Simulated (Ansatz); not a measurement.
# ZnS: the cost of one run

Program: Ansatz 0.2.0. Level of theory: DFT r2SCAN, scalar-relativistic, plane waves, PAW. These are calculated values, not measurements.

### Step 1. Starting point

The structure is cubic, space group F-43m (No. 216). The conventional cell has a = 5.409 Å, b = 5.409 Å, c = 5.409 Å, α = 90.00°, β = 90.00°, γ = 90.00°. Zn (site symmetry -43m) has 4 S at 2.34 Å as nearest neighbours. Around S (site symmetry -43m) lie 4 Zn at 2.34 Å.

Structure file:

```cif
data_structure
_symmetry_space_group_name_H-M 'F-43m'
_symmetry_Int_Tables_number 216
_cell_length_a 5.4093
_cell_length_b 5.4093
_cell_length_c 5.4093
_cell_angle_alpha 90.000
_cell_angle_beta 90.000
_cell_angle_gamma 90.000
_cell_volume 158.28
loop_
_atom_site_label
_atom_site_type_symbol
_atom_site_symmetry_multiplicity
_atom_site_Wyckoff_symbol
_atom_site_fract_x
_atom_site_fract_y
_atom_site_fract_z
_atom_site_occupancy
Zn1 Zn 4 a 0.00000 0.00000 0.00000 1
S1 S 4 c 0.25000 0.25000 0.25000 1
```

The cell is taken as given, not relaxed at this level.

### Step 2. The reference cell

The reference gives a free energy of -4233.4491 eV, pressure -0.86 GPa, largest force 0.000 eV/Å and gap on the mesh 2.65 eV. It was computed beforehand with the settings of the runs below.

### Step 3. Setting up a trigonal deformation path

At fixed volume and fractional coordinates, lengths along (0.577, 0.577, 0.577) are scaled against those across it; ρ is that ratio over its starting value.

### Step 4. Point ρ = 0.500

input.yaml

```yaml
crystal:
  lattice:
    - [-1.1358818225, 2.2717636451, 2.2717636451]
    - [2.2717636451, -1.1358818225, 2.2717636451]
    - [2.2717636451, 2.2717636451, -1.1358818225]
  atoms:
    - { symbol: Zn, position: [0.0, 0.0, 0.0] }
    - { symbol: S, position: [0.75, 0.75, 0.75] }
basis:
  ecutwfc: 500
kpoints:
  mp_grid: { grid: [8, 8, 8] }
hamiltonian:
  xc: r2scan
scf:
  occupations: { method: gaussian, width: 0.05 }
output:
  forces: true
  stress: true
  eigenvalues: true
```

Launch:

```
$ ansatz run input.yaml --threads 1 --pin off --max-ram 2560MiB --backend cpu --events-out ev --progress --plain --runs-dir out
```

**Question.** How long does this run take on 1 thread of Arm Neoverse N1, shared host, and how much memory does it need?

About 19 s, with a peak of 0.4 GiB.
